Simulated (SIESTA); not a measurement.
An input for SIESTA 5.4.2 (Er):

File run.py:

```python
from ase.io import read
from ase.calculators.siesta import Siesta
from ase.units import Ry, GPa
from ase.calculators.mixing import SumCalculator
from dftd4.ase import DFTD4

atoms = read("Er.xyz")

fdf = {
    'SCFMustConverge': False,
    'DM.InitSpin': ['  1   3.000'],
    'OccupationFunction': 'FD',
    'ElectronicTemperature': '0.05 eV',
    'MaxSCFIterations': '200',
    'SCF.Mixer.Method': 'Pulay',
    'SCF.Mixer.Weight': '0.1',
    'SCF.Mixer.History': '10',
    'SCF.DM.Tolerance': '5.0e-05',
    'SCF.H.Tolerance': '1.0e-03 eV',
    'WriteForces': 'true',
    'Charge.Mulliken': 'end',
    'BandLinesScale': 'ReciprocalLatticeVectors',
    'BandLines': ['  1    0.000000   0.000000   0.000000  \\Gamma', ' 17    0.500000  -0.500000   0.500000  H', ' 12    0.000000   0.000000   0.500000  N', ' 12    0.000000   0.000000   0.000000  \\Gamma', ' 15    0.250000   0.250000   0.250000  P', ' 15    0.500000  -0.500000   0.500000  H', '  1    0.250000   0.250000   0.250000  P', '  9    0.000000   0.000000   0.500000  N'],
}
calc = Siesta(
    label="Er",
    command="siesta < PREFIX.fdf > PREFIX.out",
    pseudo_path="pseudos",
    pseudo_qualifier="",
    xc=('GGA', 'revPBE'),
    basis_set="DZDP",
    mesh_cutoff=800 * Ry,
    energy_shift=0.005 * Ry,
    kpts=[9, 9, 9],
    spin="collinear",
    fdf_arguments=fdf,
)
disp = DFTD4(method="revPBE")
atoms.calc = SumCalculator([calc, disp])

print(f"energy = {atoms.get_potential_energy():.6f} eV")
free = (calc.get_potential_energy(atoms, force_consistent=True) + disp.get_potential_energy(atoms))
print(f"free energy = {free:.6f} eV")
print("forces (eV/A):")
print(atoms.get_forces(apply_constraint=False).round(6))
print("stress (GPa, Voigt order, tension positive):", (atoms.get_stress() / GPa).round(4))
```

Er.xyz

```xyz
1
Lattice="-1.9779384575 1.9779384575 1.9779384575 1.9779384575 -1.9779384575 1.9779384575 1.9779384575 1.9779384575 -1.9779384575" Properties=species:S:1:pos:R:3 pbc="T T T"
Er     0.0000000000      0.0000000000      0.0000000000
```

Potentials or basis: PseudoDojo 0.4 standard NC with 3+ lanthanide files (PBE files), DZDP (energy shift 0.005 Ry).

Run with:

```console
$ python run.py
```

Q: How does this run end?

A: The run stopped without a result. It printed:

Output:

```text
Total charge in occupied basis states different from valence charge
Stopping Program from Node:    0
--------------------------------------------------------------------------
MPI_ABORT was invoked on rank 0 in communicator MPI_COMM_WORLD
  Errorcode: 1

NOTE: invoking MPI_ABORT causes Open MPI to kill all MPI processes.
You may or may not see output from other processes, depending on
exactly when Open MPI kills them.
--------------------------------------------------------------------------
Traceback (most recent call last):
ase.calculators.calculator.CalculationFailed: Calculator "siesta" failed with command "siesta < Er.fdf > Er.out" failed in <dir> with error code 1
```

Among its messages:

```text
SPLIT: WARNING: Orbital with angular momentum L= 3 not bound in the atom.
xc_check: WARNING: Pseudopotential generated with GGA PBE functional
```
